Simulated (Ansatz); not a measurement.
Relaxed bulk Si2Mo:

```
CELL_PARAMETERS angstrom
-1.60843 1.60843 3.93642
1.60843 -1.60843 3.93642
1.60843 1.60843 -3.93642
ATOMIC_POSITIONS crystal
Si 0.66492 0.66492 0.00000
Si 0.33508 0.33508 0.00000
Mo 0.00000 0.00000 0.00000
```

Miller indices refer to the conventional cell of I4/mmm (No. 139), a = 3.217 Å, b = 3.217 Å, c = 7.873 Å, α = 90.00°, β = 90.00°, γ = 90.00°.

The (001) slab of 9 planes, 10.5 Å thick with 15 Å of vacuum as cut; outer planes Si (top) and Si (bottom).

All numbers below come from Ansatz, DFT PBE, scalar-relativistic, plane waves, PAW. Settings: cutoff 420 eV, Γ-centred mesh 11×11×1 on the computed 9-atom cell, Gaussian smearing of 0.10 eV; no spin polarisation. The cell repeats along c with a dipole correction in the vacuum.

With the atoms at the bulk's places:

* Surface energy (mean of both faces): 2.36 J/m²
* Work function: 4.52 eV

Problem. What changes when all atoms relax within this surface cell and its symmetry?

Solution. The energy falls by 0.049 J/m² a face, and the largest move is 0.10 Å.

- Surface energy (mean of both faces): 2.31 J/m²
- Work function: 4.45 eV

```tsv
plane (bottom to top)	atoms	spacing to next, bulk (Å)	relaxed (Å)	change (%)
1	Si	1.298	1.221	-6.0
2	Mo	1.298	1.288	-0.8
3	Si	1.340	1.309	-2.3
4	Si	1.298	1.312	+1.1
5	Mo	1.298	1.312	+1.1
6	Si	1.340	1.309	-2.3
7	Si	1.298	1.288	-0.8
8	Mo	1.298	1.221	-6.0
9	Si
```

Cost: 4 runs of about 4.2 core-minutes in all, on Arm Neoverse V2 (shared hosts).